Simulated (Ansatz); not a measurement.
Method: Ansatz 0.2.0, DFT PBE, scalar-relativistic, plane waves, PAW. Settings: cutoff 420 eV, Γ-centred meshes spaced at most about 0.3 Å⁻¹, and about 0.25 Å⁻¹ or finer for metals (2π included), Gaussian smearing. No spin polarisation.

These are static total energies at zero pressure.

Compare these two cells of SiGe5, each relaxed at this level.

A.

```
Si Ge
1.0
     3.13403    0.00000    0.00000
     0.00000    3.62999    0.00000
     0.00000    0.00000    9.89188
Si Ge
1 5
Cartesian
  1.5670 1.8150 4.9459
  0.0000 0.0000 0.0000
  1.5670 1.8150 1.6363
  0.0000 0.0000 3.4694
  0.0000 0.0000 6.4224
  1.5670 1.8150 8.2555
```

B.

```
Si Ge
1.0
     3.22526    0.00000    0.00000
     0.00000    3.22526    0.00000
     0.00000    0.00000   10.76383
Si Ge
1 5
Direct
  0.00000 0.00000 0.00000
  0.00000 0.00000 0.67093
  0.50000 0.50000 0.85428
  0.50000 0.50000 0.14572
  0.00000 0.00000 0.32907
  0.50000 0.50000 0.50000
```

Problem. Which would you expect to be lower, and how large is the difference?

Solution. They are level within the accuracy (under 1 meV/atom apart). A has space group Pmmm (No. 47), 18.8 Å³/atom and no gap on its mesh; B has Si and Ge ordered on bcc sites, space group P4/mmm (No. 123), 18.7 Å³/atom and no gap. Counting Ge atoms around Si (those within 1.25 times the shortest such distance or 1.15 times the sum of covalent radii; a plus sign parts nearer from farther groups; the shortest distance is added where it is long for a bond), A has Si 8+2 from 2.8 Å and B has Si 8 from 2.8 Å. Even the lower one lies +0.38 eV/atom against the reference forms of the elements (uncorrected), so neither is stable at this level. Both come from invented guesses.

The k mesh leaves some 4 meV/atom of noise in the energy of each metallic cell. Cells relaxed within their symmetry can be saddle points.
